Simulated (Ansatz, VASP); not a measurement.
# HoSb in two plane-wave programs, part 3 of 3

Aim: how closely do two programs agree when they are given the same cell, functional and k mesh?

VASP 6.6.1 and Ansatz 0.2.0.

So far. Step 2 (VASP: single point, PBEsol, DFT+U): The run ends at a pressure of -1.02 GPa. Step 3 (Ansatz: single point, PBEsol, DFT+U): The run ends at a pressure of -1.64 GPa.

In doubt: a part-filled 4f shell, where there is one, can sit in one of many states, so energies may not be the lowest and differences between runs may mislead; derivatives with an open 4f shell can jump between states, which bears on forces and vibrations; warnings of the run leave room for a lower electronic state (steps 9, 10), so energies may not be the lowest and differences between runs may mislead.

### Step 6. VASP: band structure, PBEsol

Level of this step: PBEsol, spin-polarised from an antiferromagnetic start; plane waves and PAW (Ho, Sb) (VASP).

The same cell, functional, mesh and smearing now go to VASP, with its own data sets and cutoff.

Contents of INCAR:

```
SYSTEM = HoSb
PREC = Accurate
ENCUT = 450
EDIFF = 1E-06
NELM = 150
ISMEAR = 0
SIGMA = 0.02
LREAL = .FALSE.
ALGO = Normal
GGA = PS
NBANDS = 42
ISPIN = 2
MAGMOM = 3.98 -3.98 0 0
LMAXMIX = 6
AMIX = 0.2
BMIX = 1E-04
AMIX_MAG = 0.8
BMIX_MAG = 1E-04
LORBIT = 11
LWAVE = .FALSE.
LCHARG = .FALSE.
KPAR = 8
```

Contents of POSCAR:

```
HoSb
1.0
    0.0000000000      3.0650000000      3.0650000000
    3.0650000000      0.0000000000      3.0650000000
    6.1300000000      6.1300000000      0.0000000000
Ho Sb
2 2
Direct
    0.0000000000      0.0000000000      0.0000000000
    0.0000000000      0.0000000000      0.5000000000
    0.5000000000      0.5000000000      0.2500000000
    0.5000000000      0.5000000000      0.7500000000
```

Contents of KPOINTS:

```
Automatic mesh
0
Gamma
4 4 4
0 0 0
```

Contents of KPOINTS_OPT:

```
Line mode
16
Line-mode
Reciprocal
  0.00000000   0.00000000   0.00000000 GAMMA
  0.00000000   0.50000000   0.50000000 L

  0.00000000   0.50000000   0.50000000 L
 -0.37500000   0.31250000   0.12500000 B1

 -0.31250000   0.31250000   0.50000000 B
  0.00000000   0.00000000   0.50000000 Z

  0.00000000   0.00000000   0.50000000 Z
  0.00000000   0.00000000   0.00000000 GAMMA

  0.00000000   0.00000000   0.00000000 GAMMA
 -0.34375000   0.34375000   0.00000000 X

 -0.34375000   0.31250000   0.31250000 Q
 -0.50000000   0.00000000   0.00000000 F

 -0.50000000   0.00000000   0.00000000 F
 -0.46875000   0.00000000   0.18750000 P1

 -0.46875000   0.00000000   0.18750000 P1
  0.00000000   0.00000000   0.50000000 Z

  0.00000000   0.50000000   0.50000000 L
  0.00000000   0.46875000   0.81250000 P
```

The projector-augmented-wave data sets are Ho and Sb (PBE family, release 64).

Run with:

```
$ mpirun -np 8 vasp_std
```

Numbers of over 12 decimals in the logs are rounded to 6 here.

The program printed:

```text
[banner, memory and clock lines left out]
running    8 mpi-ranks, on    1 nodes
[...]
[... a notice as in an earlier step ...]

 [... a notice as in an earlier step ...]

 LDA part: xc-table for (Slater+PW92), standard interpolation
 POSCAR, INCAR and KPOINTS ok, starting setup
[...]
entering main loop
       N       E                     dE             d eps       ncg     rms          rms(c)
DAV:   1     0.366692546507E+03    0.36669E+03   -0.15611E+04  3210   0.509E+03
DAV:   2     0.646095691058E+02   -0.30208E+03   -0.27218E+03  3064   0.631E+02
DAV:   3    -0.135728502501E+02   -0.78182E+02   -0.75167E+02  2898   0.172E+02
DAV:   4    -0.238815535699E+02   -0.10309E+02   -0.10128E+02  4136   0.588E+01
[...]
DAV:  21    -0.261699734931E+02    0.43586E-01   -0.14797E-02  3792   0.629E+00    0.278E+00
DAV:  22    -0.261486623491E+02    0.21311E-01   -0.13017E-02  4024   0.291E+00    0.237E+00
DAV:  23    -0.261402785280E+02    0.83838E-02   -0.15105E-02  4048   0.424E+00    0.156E+00
[...]
DAV:   9    -0.420843558665E+04   -0.52333E-02     4016
DAV:  10    -0.420843618033E+04   -0.59368E-03     3680
DAV:  11    -0.420843625973E+04   -0.79403E-04     3856
DAV:  12    -0.420843627270E+04   -0.12965E-04     2512
DAV:  13    -0.420843627502E+04   -0.23246E-05     2328
DAV:  14    -0.420843627535E+04   -0.32715E-06     1624
k-point batch [14-26\144]
       N       E                     dE             ncg
DAV:   1     0.838469668530E+03   -0.17311E+05     3266
DAV:   2    -0.308546207508E+04   -0.39239E+04     3064
DAV:   3    -0.409681065856E+04   -0.10113E+04     2714
DAV:   4    -0.423843698960E+04   -0.14163E+03     4106
[...]
DAV:  12    -0.426879692438E+04   -0.14886E-04     2526
DAV:  13    -0.426879692699E+04   -0.26148E-05     2332
DAV:  14    -0.426879692737E+04   -0.37738E-06     1720
[...]
k-point batch [144-144\144]
       N       E                     dE             ncg
DAV:   1     0.167081593728E+05   -0.13071E+04      258
DAV:   2     0.164100160821E+05   -0.29814E+03      232
DAV:   3     0.163269504912E+05   -0.83066E+02      204
DAV:   4     0.163166972255E+05   -0.10253E+02      296
[...]
DAV:  11     0.163138406270E+05   -0.74516E-05      320
DAV:  12     0.163138406258E+05   -0.11975E-05      248
DAV:  13     0.163138406255E+05   -0.23491E-06      200
```

OUTCAR, selected parts (step 6):

```text
  Total        0.1189066      0.1189066      0.1189066      0.0828128     -0.0828128     -0.0828128
  in kB        1.6541124      1.6541124      1.6541124      1.1520104     -1.1520104     -1.1520104
  external PRESSURE =       1.6541124 kB  Pullay stress =       0.0000000 kB

 POSITION                                       TOTAL-FORCE (eV/Angst)
 -----------------------------------------------------------------------------------
      0.00000      0.00000      0.00000         0.000000     -0.000000      0.000000
      3.06500      3.06500      0.00000        -0.000000      0.000000      0.000000
      3.06500      3.06500      3.06500        -0.000000     -0.000000     -0.000000
      6.13000      6.13000      3.06500         0.000000      0.000000      0.000000
 -----------------------------------------------------------------------------------
    total drift:                               -0.000000      0.000000      0.000000

  FREE ENERGIE OF THE ION-ELECTRON SYSTEM (eV)
  ---------------------------------------------------
  free  energy   TOTEN  =       -26.1576296978 eV

  energy  without entropy=      -26.1539082842  energy(sigma->0) =      -26.15576899

 magnetization (x)
# of ion       s       p       d       f       tot
--------------------------------------------------
    1        0.003  -0.025   0.023   3.593   3.594
    2       -0.003   0.025  -0.023  -3.593  -3.594
    3        0.000   0.000   0.000   0.000   0.000
    4        0.000   0.000   0.000   0.000   0.000
--------------------------------------------------
tot          0.000   0.000   0.000   0.000   0.000

[... 3 further parts left out ...]
[key lines of the parts left out:]
E-fermi :   4.4427
```

Without U or exact exchange the f electrons of Ho come out too delocalised, which can shrink the cell and pin f bands at the Fermi level. Spin-orbit coupling is off here; with elements this heavy it splits and shifts levels by tenths of an eV or more. LASPH is off, so gradient terms of the non-spherical density inside the spheres are left out; for open d or f shells this can shift gaps and moments.

### Step 7. Comparison

What differs besides the data sets and the points named for the pairs above, as far as they apply: VASP leaves aspherical gradient terms in its spheres out (LASPH is not set), Ansatz keeps them. Total energies have different zeros and are not compared.

Compared:

| quantity | Ansatz | VASP | difference |
| --- | --- | --- | --- |
| pressure (GPa) | 0.39 | 0.17 | +0.23 |
| moment on Ho1 (μB) | 3.67 | 3.59 | +0.08 |
| moment on Ho2 (μB) | -3.67 | -3.59 | -0.08 |

### Step 8. What moves the difference

An all-electron run, which needs no data sets, serves as referee.

```csv
run,difference in moment on Ho1 (μB)
as above,0.079
Ansatz's all-electron LAPW method,0.088
```

### Step 9. Ansatz: band structure, r2SCAN

The same path points are solved in both programs, so levels can be compared one by one.

Contents of input.yaml:

```yaml
crystal:
  lattice:
    - [0.0, 3.065, 3.065]
    - [3.065, 0.0, 3.065]
    - [6.13, 6.13, 0.0]
  atoms:
    - { symbol: Ho, position: [0.0, 0.0, 0.0], spin: 3.98 }
    - { symbol: Ho, position: [0.0, 0.0, 0.5], spin: -3.98 }
    - { symbol: Sb, position: [0.5, 0.5, 0.25] }
    - { symbol: Sb, position: [0.5, 0.5, 0.75] }
hamiltonian:
  xc: r2scan
  pseudopotentials: { kind: paw }
magnetization:
  spin_polarized: true
kpoints:
  mp_grid: { grid: [4, 4, 4] }
  band_path:
    path:
      - [0.0, 0.0, 0.0]
      - [0.0, 0.13333, 0.13333]
      - [0.0, 0.3, 0.3]
      - [0.0, 0.46667, 0.46667]
      - [-0.075, 0.4625, 0.425]
      - [-0.2, 0.4, 0.3]
      - [-0.325, 0.3375, 0.175]
      - [-0.27083, 0.27083, 0.5]
      - [-0.16667, 0.16667, 0.5]
      - [-0.0625, 0.0625, 0.5]
      - [0.0, 0.0, 0.46667]
      - [0.0, 0.0, 0.3]
      - [0.0, 0.0, 0.13333]
      - [0.0, 0.0, 0.0]
      - [-0.11458, 0.11458, 0.0]
      - [-0.20625, 0.20625, 0.0]
      - [-0.32083, 0.32083, 0.0]
      - [-0.375, 0.25, 0.25]
      - [-0.42708, 0.14583, 0.14583]
      - [-0.47917, 0.04167, 0.04167]
      - [-0.49583, 0.0, 0.025]
      - [-0.48542, 0.0, 0.0875]
      - [-0.475, 0.0, 0.15]
      - [-0.4375, 0.0, 0.20833]
      - [-0.28125, 0.0, 0.3125]
      - [-0.125, 0.0, 0.41667]
      - [0.0, 0.5, 0.5]
      - [0.0, 0.48958, 0.60417]
      - [0.0, 0.47917, 0.70833]
      - [0.0, 0.46875, 0.8125]
    npoints: 1
scf:
  occupations: { method: gaussian, width: 0.02 }
  n_extra_bands: 13
output:
  forces: true
  stress: true
  eigenvalues: true
```

Run with:

```
$ ansatz run input.yaml --threads 2 --pin off --max-ram 4608MiB --backend cpu --events-out ev --progress --plain --runs-dir out
```

The program printed:

```text
[...]
Crystal: 4 atoms, lattice volume = 115.173 Å³
Basis set: ecut = 500 eV, 2935 PW (Γ), exchange–correlation on 128×128×256 points (64 copies of the dense FFT grid, shifted against one another)
Bands: 49, of which v1, the nominal top of the filled ones, is band 36 counted from 1 (35 counted from 0)
Symmetry: 12 space group operations
[...]
k-point 1 ↑: bands = [... 32 lower, 10.1069, 11.1093, 11.4209, 11.4209, 12.2182, 12.2990, 12.2990, 12.5764, ... 9 higher]
  k-point 2 ↑: bands = [... 32 lower, 10.5596, 10.5596, 10.8343, 10.8343, 12.0754, 12.0754, 12.1249, 12.5691, ... 9 higher]
  k-point 13 ↓: bands = [... 32 lower, 9.4212, 9.8295, 10.0724, 10.1814, 11.9707, 11.9789, 12.1130, 12.6005, ... 9 higher]
[key lines of the parts left out:]
SCF converged after 2 iterations
Magnetization: -0.0000 μB (36.0000 up, 36.0000 down)
Free energy (F): -35667.489447 eV
Fermi energy:    11.643305 eV
P = ⅓ Tr σ = 2.0352 GPa (20.352 kbar)
```

Elapsed: 11 min, on 2 threads of Arm Neoverse V1, shared host; peak memory 1.6 GiB.

### Step 10. VASP: band structure, r2SCAN

The same cell, functional, mesh and smearing now go to VASP, with its own data sets and cutoff.

Edit INCAR of step 6 so:

```diff
@@ -9,3 +9,4 @@
 ALGO = Normal
-GGA = PS
+METAGGA = R2SCAN
+LASPH = .TRUE.
 NBANDS = 42
```

POSCAR is that of step 6.

KPOINTS is that of step 6.

KPOINTS_OPT is that of step 6.

Run with:

```
$ mpirun -np 8 vasp_std
```

The program printed:

```text
[banner, memory and clock lines left out]
running    8 mpi-ranks, on    1 nodes
[...]
[... a notice as in an earlier step ...]

 [... a notice as in an earlier step ...]

 LDA part: xc-table for (None), standard interpolation
 POSCAR, INCAR and KPOINTS ok, starting setup
[...]
entering main loop
       N       E                     dE             d eps       ncg     rms          rms(c)
DAV:   1     0.279475707320E+03    0.27948E+03   -0.16130E+04  3220   0.522E+03
DAV:   2    -0.409217305801E+02   -0.32040E+03   -0.28589E+03  3080   0.653E+02
DAV:   3    -0.122793919459E+03   -0.81872E+02   -0.78816E+02  2892   0.183E+02
DAV:   4    -0.134204802463E+03   -0.11411E+02   -0.11184E+02  4128   0.620E+01
[...]
DAV:  21    -0.131583264422E+03    0.92136E-01   -0.52989E-02  3992   0.729E+00    0.117E+01
DAV:  22    -0.131430921713E+03    0.15234E+00   -0.88237E-02  3162   0.130E+01    0.932E+00
DAV:  23    -0.131231327529E+03    0.19959E+00   -0.22214E-01  3360   0.202E+01    0.704E+00
[...]
DAV:   9    -0.502057880814E+04   -0.73317E-02     3976
DAV:  10    -0.502057973989E+04   -0.93175E-03     3632
DAV:  11    -0.502057985213E+04   -0.11224E-03     3936
DAV:  12    -0.502057987138E+04   -0.19250E-04     2736
DAV:  13    -0.502057987395E+04   -0.25687E-05     2256
DAV:  14    -0.502057987433E+04   -0.38149E-06     1824
k-point batch [14-26\144]
       N       E                     dE             ncg
DAV:   1     0.532691004269E+03   -0.17617E+05     3244
DAV:   2    -0.374019025096E+04   -0.42729E+04     3024
DAV:   3    -0.491765827815E+04   -0.11775E+04     2742
DAV:   4    -0.506194182300E+04   -0.14428E+03     3956
[...]
DAV:  12    -0.509372935594E+04   -0.23256E-04     2752
DAV:  13    -0.509372935948E+04   -0.35428E-05     2296
DAV:  14    -0.509372936002E+04   -0.54133E-06     1736
[...]
k-point batch [144-144\144]
       N       E                     dE             ncg
DAV:   1     0.166792338144E+05   -0.13360E+04      258
DAV:   2     0.163549240655E+05   -0.32431E+03      232
DAV:   3     0.162638982983E+05   -0.91026E+02      202
DAV:   4     0.162527822418E+05   -0.11116E+02      312
[...]
DAV:  11     0.162506654997E+05   -0.12047E-04      296
DAV:  12     0.162506654970E+05   -0.27358E-05      222
DAV:  13     0.162506654965E+05   -0.47743E-06      184
```

OUTCAR, selected parts (step 10):

```text
  Total        1.8433350      1.8433350      1.8433350     -0.1042415      0.1042415      0.1042415
  in kB       25.6426801     25.6426801     25.6426801     -1.4501058      1.4501058      1.4501058
  external PRESSURE =      25.6426801 kB  Pullay stress =       0.0000000 kB

 POSITION                                       TOTAL-FORCE (eV/Angst)
 -----------------------------------------------------------------------------------
      0.00000      0.00000      0.00000         0.000000      0.000000      0.000000
      3.06500      3.06500      0.00000        -0.000000     -0.000000     -0.000000
      3.06500      3.06500      3.06500         0.000000      0.000000     -0.000000
      6.13000      6.13000      3.06500        -0.000000     -0.000000      0.000000
 -----------------------------------------------------------------------------------
    total drift:                                0.000000     -0.000000      0.000000

  FREE ENERGIE OF THE ION-ELECTRON SYSTEM (eV)
  ---------------------------------------------------
  free  energy   TOTEN  =      -131.1276840264 eV

  energy  without entropy=     -131.1272019557  energy(sigma->0) =     -131.12744299

 magnetization (x)
# of ion       s       p       d       f       tot
--------------------------------------------------
    1        0.004  -0.039   0.041   3.817   3.824
    2       -0.004   0.039  -0.041  -3.817  -3.824
    3        0.000   0.000   0.000   0.000   0.000
    4        0.000   0.000   0.000   0.000   0.000
--------------------------------------------------
tot          0.000   0.000   0.000   0.000   0.000

[... 2 parts as in an earlier step ...]

[... 1 further part left out ...]
[key lines of the parts left out:]
E-fermi :   4.7268
```

At this level the cell is under a pressure of 2.6 GPa, so at these settings it is away from equilibrium.

### Step 11. Comparison

What differs besides the data sets and the points named for the pairs above, as far as they apply: VASP keeps PBE cores, Ansatz makes them for the functional; the cutoff is 500 eV in Ansatz and 450 eV in VASP. Total energies have different zeros and are not compared.

The two programs side by side:

```csv
quantity,Ansatz,VASP,difference
pressure (GPa),2.04,2.56,-0.53
moment on Ho1 (μB),3.92,3.82,+0.10
moment on Ho2 (μB),-3.92,-3.82,-0.10
```

### Step 12. Looking for the cause

An all-electron run, which needs no data sets, serves as referee.

| run | difference in moment on Ho1 (μB) |
| --- | --- |
| as above | 0.099 |
| Ansatz's all-electron LAPW method | 0.12 |

### Step 13. Summary of results

```json
{
 "difference in moment on Ho1 (single point, PBEsol, DFT+U)": "0.072 μB",
 "difference in moment on Ho1 (band structure, PBEsol)": "0.079 μB",
 "difference in moment on Ho1 (band structure, r2SCAN)": "0.099 μB",
 "difference in pressure (band structure, r2SCAN)": "-0.53 GPa"
}
```

**Reading.** The difference in pressure is -0.53 GPa (band structure, r2SCAN), within the 1 GPa picked in this series as the mark of a large difference. For band structure, PBEsol: no further run halves the difference in moment on Ho1; only Ansatz's side was varied. With an open f shell each run may end in another orbital state, so the all-electron run is no sure referee here. For band structure, r2SCAN: no further run halves the difference in moment on Ho1; only Ansatz's side was varied. 2 further runs on this material are not shown. How closely two codes agree says nothing of how well the functional describes the real material.

[Lines on the potential files, build, host, timing and source positions are cut from VASP's logs without a mark.]

[Logs are printed without paths, hosts, clocks, repeated set-up lines and the standing remarks that a program may print on its own settings, such as how far it seeks lower states.]

[Hosts, paths, dates, database ids (printed as entryN), source tags and the programs' standing remarks are cut or masked in the printed files.]
